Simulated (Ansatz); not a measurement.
Rb:

```
Rb
1.0
    -2.95451    2.95451    2.73085
     2.95451   -2.95451    2.73085
     2.95451    2.95451   -2.73085
Rb
1
Direct
  0.00000 0.00000 0.00000
```

```yaml
Program: Ansatz 0.2.0
Task: single point
Functional: PBE
Potentials_or_basis: Ansatz PAW
Cutoff: "420 eV (not typed: the program's choice for these potentials)"
k_mesh: 7 × 7 × 7
Occupations: fermi-dirac, width 0.05 eV
Spin: no spin polarisation
```

On this cell: pressure -0.1 GPa; band gap on the k mesh none (metal or under the smearing width).

The same run follows on a disturbed copy (cell strained at random at fixed volume):

```
CELL_PARAMETERS angstrom
-2.90185 2.86931 2.77651
2.95454 -2.89322 2.85939
2.90989 2.90126 -2.80238
ATOMIC_POSITIONS crystal
Rb 0.99437 0.00257 0.99618
```

Question: What changes?

Answer: The energy (extrapolated to zero smearing) moves by +1.5 meV/atom; pressure -0.1 GPa; band gap on the k mesh none (metal or under the smearing width).
